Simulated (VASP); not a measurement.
Set up this calculation in VASP 6.6.1, as the native input.

```
Task                   : relaxation of cell and atoms
Functional             : PBE
Potentials or basis    : VASP PAW PBE potentials, release 64 (Ba_sv, S)
Cutoff                 : 600 eV
k mesh                 : 8 × 8 × 8
Occupations            : gaussian, width 0.02 eV
Spin                   : no spin polarisation
Dipole correction      : no
Further INCAR settings : ALGO = Normal; EDIFF = 1e-06; IBRION = 2; EDIFFG = -0.005; NSW = 100; ISIF = 3
```

The structure of BaS lies in POSCAR:

```
BaS
1.0
    0.0000000000      3.1937500000      3.1937500000
    3.1937500000      0.0000000000      3.1937500000
    3.1937500000      3.1937500000      0.0000000000
Ba S
1 1
Direct
    0.0000000000      0.0000000000      0.0000000000
    0.5000000000      0.5000000000      0.5000000000
```

The input as run:

INCAR

```
PREC     = Accurate       # precision mode
ENCUT    = 600            # plane-wave cutoff, eV
EDIFF    = 1E-6           # SCF threshold, eV
ISMEAR   = 0              # smearing method
SIGMA    = 0.02           # smearing width, eV
LREAL    = F              # projectors in reciprocal space
LASPH    = T              # aspherical terms in the spheres
NELM     = 60             # most SCF steps
ALGO     = Normal         # electronic algorithm
ISIF     = 3              # what is computed and relaxed
LWAVE    = F              # write WAVECAR
LCHARG   = F              # write CHGCAR
GGA      = PE             # functional
IBRION   = 2              # ionic algorithm
NSW      = 100            # ionic steps
EDIFFG   = -0.005         # ionic threshold
```

KPOINTS

```
regular mesh
0
Gamma
  8 8 8
```

Potentials or basis: VASP PAW PBE potentials, release 64 (Ba_sv, S).

Run with:

```bash
$ cat potpaw_PBE.64/Ba_sv/POTCAR potpaw_PBE.64/S/POTCAR > POTCAR
$ mpirun -np 1 vasp_std > vasp.out
```

It gave:

```yaml
Relaxed_volume: 33.65 Å³/atom
Relaxed_cell: a = 4.566 Å, b = 4.566 Å, c = 4.566 Å, α = 60.00°, β = 60.00°, γ = 60.00°
Space_group_after_relaxing_to_0.05_Å: Fm-3m (No. 225)
Energy_gained_by_relaxing: 4.7 meV/atom
Ionic_steps: 3
Pressure_after_relaxing: 0.0 GPa
Band_gap_on_the_k_mesh: 2.16 eV, indirect (least direct gap 2.31 eV)
```

Caveat: spin-orbit coupling is left out, which moves the levels of the heavy elements.

Wall time 30 s on 1 thread of Intel(R) Xeon(R) 6975P-C (Granite Rapids) (shared host), peak memory 0.22 GiB.
